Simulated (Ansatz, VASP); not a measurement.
One calculation of TiC, two programs

The input INCAR:

```
  ALGO = Normal
  EDIFF = 1E-6
  ENCUT = 520
  ISIF = 2
  ISMEAR = -1
  LASPH = True
  LCHARG = False
  LREAL = False
  LWAVE = False
  NBANDS = 15
  NELM = 80
  PREC = Accurate
  SIGMA = 0.05
```

File KPOINTS:

```
k-points
0
Gamma
  11 11 11
```

POSCAR

```
TiC
1.0
    3.0830729217      0.0000000000      0.0000000000
    1.5415364609      2.6700194719      0.0000000000
    1.5415364609      0.8900064907      2.5173184993
Ti C
1 1
Direct
    0.0000000000      0.0000000000      0.0000000000
    0.5000000000      0.5000000000      0.5000000000
```

Contents of input.yaml:

```yaml
crystal:
  lattice:
    - [3.0830729217, 0.0, 0.0]
    - [1.5415364609, 2.6700194719, 0.0]
    - [1.5415364609, 0.8900064907, 2.5173184993]
  atoms:
    - { symbol: Ti, position: [0.0, 0.0, 0.0] }
    - { symbol: C, position: [0.5, 0.5, 0.5] }
kpoints:
  mp_grid: { grid: [11, 11, 11] }
scf:
  occupations: { method: fermi_dirac, width: 0.05 }
hamiltonian:
  xc: lda
  pseudopotentials: { kind: all_electron, lapw: { basis_error: 0.001 } }
output:
  forces: true
  stress: true
  eigenvalues: true
```

Change from the starting cell: volume scaled by 1.02.

Alike in both runs: task single point; functional LDA; k mesh 11 × 11 × 11; occupations fermi-dirac, width 0.05 eV; no spin polarisation.

|  | VASP | Ansatz |
| --- | --- | --- |
| version | VASP 6.6.1 | Ansatz 0.2.0 |
| potentials or method | VASP PAW LDA potentials, release 64 (Ti_sv, C) | all-electron LAPW, scalar-relativistic |
| plane-wave cutoff (eV) | 520 | see its input |

```tsv
	VASP	Ansatz	Ansatz less VASP
gap on the k mesh at the Fermi level (eV)	none	none	-
pressure (GPa)	-16.3	-16.9	-0.55
```

A gap of «none» marks a metal or a gap that the smearing closes. Ansatz ran all-electron here, so the differences hold the error of VASP's frozen core and of both bases.

Caveats: so large a pressure means that the cell lies far from this level's equilibrium, or that cutoff or potentials fall short (VASP).
